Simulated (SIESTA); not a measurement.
Crystal: MnF2.

```xyz
6
Lattice="4.8738 0.0000 0.0000 0.0000 4.8738 0.0000 0.0000 0.0000 3.3107" Properties=species:S:1:pos:R:3 pbc="T T T"
Mn    2.4369    2.4369    1.6554
Mn    0.0000    0.0000    0.0000
F     3.9249    0.9489    1.6554
F     3.3858    3.3858    0.0000
F     0.9489    3.9249    1.6554
F     1.4880    1.4880    0.0000
```

Base run:

| Item | Value |
| --- | --- |
| Program | SIESTA 5.4.2 |
| Functional | PBEsol |
| Potentials or basis | PseudoDojo 0.4 standard (PBEsol files) |
| Basis | DZP (energy shift 0.003 Ry; two zetas on semicore shells) |
| Grid cutoff | 800 Ry |
| Energy shift | 0.003 Ry |
| k mesh | 6 × 6 × 8 |
| Occupations | fermi-dirac, width 0.05 eV |
| Spin | collinear spin, zero start |
| Starting moments | [0.0, 0.0, 0.0, 0.0, 0.0, 0.0] μB |

Its results: band gap on the k mesh none (metal or under the smearing width); pressure -20.6 GPa; net moment 0.00 μB per cell; largest force 0.068 eV/Å.

The run is repeated on the same cell with these changes: spin from collinear spin, zero start to collinear spin, fm_larger start; moments at the start from [0.0, 0.0, 0.0, 0.0, 0.0, 0.0] to [5.5, 5.5, 0.0, 0.0, 0.0, 0.0]. What comes out?

Band gap on the k mesh 1.28 eV, direct; pressure -0.7 GPa; net moment 10.00 μB per cell; site moments Mn +4.86; F +0.07 μB; largest force 0.032 eV/Å.

Caveats: short orbitals over semicore shells can move pressures by several GPa; the basis of atomic orbitals isn't converged, which shifts pressures, moduli and gaps; semilocal functionals often make such compounds metallic where correlation or magnetic order opens a gap, which also shifts bond lengths (some runs).

A k mesh can miss the band edges.
